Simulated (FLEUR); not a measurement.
NaCl:

```
Cl Na
1.0
     0.00000    2.79406    2.79406
     2.79406    0.00000    2.79406
     2.79406    2.79406    0.00000
Cl Na
1 1
Direct
  0.50000 0.50000 0.50000
  0.00000 0.00000 0.00000
```

The cell is a database's computed one.

Base run:

- Program: FLEUR MaX-R8.1 (later development tree)
- Functional: PBEsol
- Potentials or basis: all-electron
- Basis: FLAPW
- Kmax: 4.1 1/bohr
- k mesh: 8 × 8 × 8
- Occupations: fermi-dirac, width 0.05 eV
- Spin: no spin polarisation

Its results: band gap on the k mesh 5.04 eV, direct.

The run is repeated on the same cell with these changes: functional from PBEsol to r2SCAN. What comes out?

Band gap on the k mesh 5.94 eV, direct.

r2SCAN gives the wider gap, since meta-GGAs in the generalised Kohn-Sham scheme recover part of the derivative discontinuity.

Caveats: the meta-GGA is that of a development version, with a GGA for the radial functions and cores and without core tails (some runs).

Not every run made on this cell is shown here.
